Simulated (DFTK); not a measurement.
Mo:

```
Mo
1.0
    -1.58381    1.58381    1.58381
     1.58381   -1.58381    1.58381
     1.58381    1.58381   -1.58381
Mo
1
Direct
  0.00000 0.00000 0.00000
```

- Program: DFTK 0.8.2
- Task: single point
- Functional: PBEsol
- Potentials or basis: dojo.nc.sr.pbesol.v0_4_1.standard.upf (PBEsol)
- Cutoff: 1088 eV
- k mesh: 12 × 12 × 12
- Occupations: fermi-dirac, width 0.05 eV
- Spin: no spin polarisation

On this cell: pressure -9.4 GPa; band gap on the k mesh none (metal or under the smearing width).

The same run follows on a disturbed copy (cell strained at random at fixed volume):

```
Mo
1.0
    -1.59439    1.59130    1.58454
     1.61239   -1.54306    1.55430
     1.60659    1.55526   -1.53630
Mo
1
Direct
  0.99511 0.97150 0.97202
```

**Question.** What does the disturbed cell give?

**Answer.** The energy (extrapolated to zero smearing) moves by +12.2 meV/atom; pressure -9.1 GPa; band gap on the k mesh none (metal or under the smearing width).

Stress tensor (GPa, compression positive):
```
-14.39  -0.80  -1.22
 -0.80  -6.93  -3.09
 -1.22  -3.09  -6.03
```
